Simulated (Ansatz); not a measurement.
# BeZnSe2: the cost of one run

Program: Ansatz 0.2.0. Level of theory: DFT PBE, scalar-relativistic, plane waves, PAW. These are calculated values, not measurements.

## 1. Starting point

The structure is tetragonal, space group P-4m2 (No. 115). Conventional cell: a = 3.813 Å, b = 3.813 Å, c = 5.393 Å, α = 90.00°, β = 90.00°, γ = 90.00°. Around Be (site symmetry -4m2) lie 4 Se at 2.34 Å. Zn (site symmetry -4m2) is surrounded by 4 Se at 2.34 Å. Se (site symmetry 2mm) is surrounded by 2 Be at 2.34 Å and 2 Zn at 2.34 Å.

Coordinates:

```
CELL_PARAMETERS angstrom
3.81326 0.00000 0.00000
0.00000 3.81326 0.00000
0.00000 0.00000 5.39276
ATOMIC_POSITIONS crystal
Be 0.50000 0.50000 0.50000
Zn 0.00000 0.00000 0.00000
Se 0.50000 0.00000 0.75000
Se 0.00000 0.50000 0.25000
```

The start is an ordering of an alloy on its end members' structure types: elements ordered on the sites of the ZnSe type, Be/Zn on Zn (P-4m2, No. 115).

## 2. Probe: one point on a coarse mesh

input.yaml reads:

```yaml
crystal:
  lattice:
    - [3.81325891, 0.0, 0.0]
    - [0.0, 3.81325891, 0.0]
    - [0.0, 0.0, 5.39276247]
  atoms:
    - { symbol: Be, position: [0.5, 0.5, 0.5] }
    - { symbol: Zn, position: [0.0, 0.0, 0.0] }
    - { symbol: Se, position: [0.5, 0.0, 0.75] }
    - { symbol: Se, position: [0.0, 0.5, 0.25] }
basis:
  ecutwfc: 420
kpoints:
  mp_grid: { grid: [4, 4, 4] }
hamiltonian:
  xc: pbe
scf:
  occupations: { method: gaussian, width: 0.1 }
  lower_state_search: "off"
output:
  forces: true
  stress: true
  eigenvalues: true
```

Started as:

```bash
$ ansatz run input.yaml --threads 1 --pin off --max-ram 2560MiB --backend cpu --events-out ev --progress --plain --runs-dir out
```

**Question.** How long does this run take on 1 thread of AMD EPYC 7R43 (Zen 3), shared host, and how much memory does it need?

About 5.8 s, with a peak of 0.39 GiB.
